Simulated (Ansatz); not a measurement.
Crystal: AlNi.

```
Ni Al
1.0
     2.88100    0.00000    0.00000
     0.00000    2.88100    0.00000
     0.00000    0.00000    2.88100
Ni Al
1 1
Direct
  0.50000 0.50000 0.50000
  0.00000 0.00000 0.00000
```

* Program: Ansatz 0.2.0
* Task: relaxation of cell and atoms
* Functional: BLYP
* Dispersion: D3(BJ)
* Potentials or basis: all-electron LAPW, scalar-relativistic
* Basis error allowed: 0.001 eV/atom
* k mesh: 9 × 9 × 9
* Occupations: fermi-dirac, width 0.05 eV
* Spin: collinear spin, ferromagnetic start
* Starting moments: [1.0, 0.0] μB

At the start: volume 11.96 Å³/atom.

**Question.** Where does the relaxation end?

**Answer.** Over 5 steps the energy falls by 14.1 meV/atom and the volume is 11.39 Å³/atom (-4.7 %); space group Pm-3m (No. 221, to 0.05 Å); moment 0.00 μB per cell.

The path:
```csv
step,energy change (eV),largest force (eV/Å),volume (Å³)
1,0.0000,0.0000,23.91
2,-0.0232,0.0000,23.25
3,-0.0282,0.0000,22.74
4,-0.0283,0.0000,22.78
5,-0.0283,0.0000,22.78
```

Final structure:
```
CELL_PARAMETERS angstrom
2.83489 0.00000 0.00000
0.00000 2.83489 0.00000
0.00000 0.00000 2.83489
ATOMIC_POSITIONS crystal
Ni 0.50000 0.50000 0.50000
Al 0.00000 0.00000 0.00000
```

Caveat: the starting moments weren't kept.
